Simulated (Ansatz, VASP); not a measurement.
## SiC in VASP and in Ansatz

File POSCAR:

```
SiC
1.0
    0.0000000000      2.2208975234      2.2208975234
    2.2208975234      0.0000000000      2.2208975234
    2.2208975234      2.2208975234      0.0000000000
Si C
1 1
Direct
    0.0000000000      0.0000000000      0.0000000000
    0.2500000000      0.2500000000      0.2500000000
```

The input INCAR.step1:

```
PREC = Accurate ; ENCUT = 520
ISMEAR = 0 ; SIGMA = 0.02
LREAL = False ; LASPH = True
NELM = 80 ; NBANDS = 11
GGA = PE ; ALGO = Normal
EDIFF = 1E-4 ; LWAVE = True
LCHARG = False
```

The input INCAR.step2:

```
PREC = Accurate ; ENCUT = 520
EDIFF = 1E-6 ; ISMEAR = 0
SIGMA = 0.02 ; LREAL = False
LASPH = True ; NELM = 80
ALGO = Normal ; ISIF = 2
LWAVE = False ; LCHARG = False
METAGGA = R2SCAN ; LMIXTAU = True
NBANDS = 11 ; ISTART = 1
```

Contents of KPOINTS:

```
Automatic mesh
0
Gamma
  10 10 10
```

Input for Ansatz:

```yaml
crystal:
  lattice:
    - [0.0, 2.2208975241, 2.2208975241]
    - [2.2208975241, 0.0, 2.2208975241]
    - [2.2208975241, 2.2208975241, 0.0]
  atoms:
    - { symbol: Si, position: [0.0, 0.0, 0.0] }
    - { symbol: C, position: [0.25, 0.25, 0.25] }
basis:
  ecutwfc: 500
kpoints:
  mp_grid: { grid: [10, 10, 10] }
hamiltonian:
  xc: r2scan
scf:
  occupations: { method: gaussian, width: 0.02 }
output:
  forces: true
  stress: true
  eigenvalues: true
```

Alike in both runs: task single point; functional r2SCAN; k mesh 10 × 10 × 10; occupations gaussian, width 0.02 eV; no spin polarisation.

```csv
,VASP,Ansatz
version,VASP 6.6.1,Ansatz 0.2.0
potentials or method,"VASP PAW PBE potentials, release 64 (Si, C)","scalar-relativistic, plane waves, PAW"
plane-wave cutoff (eV),520,500
valence electrons in the cell,8,8
```

|  | VASP | Ansatz | Ansatz less VASP |
| --- | --- | --- | --- |
| gap on the k mesh at the Fermi level (eV) | 1.76 | 1.75 | -0.010 |
| least direct gap on the mesh (eV) | 4.98 | 4.97 | -0.011 |
| pressure (GPa) | -12.0 | -11.8 | +0.14 |

Caveats: the PAW data sets were made with another functional, which shifts forces and pressure a little (VASP). A k mesh can miss the band edges. r2SCAN opens gaps a little over a GGA but as a rule still falls short of measured ones.
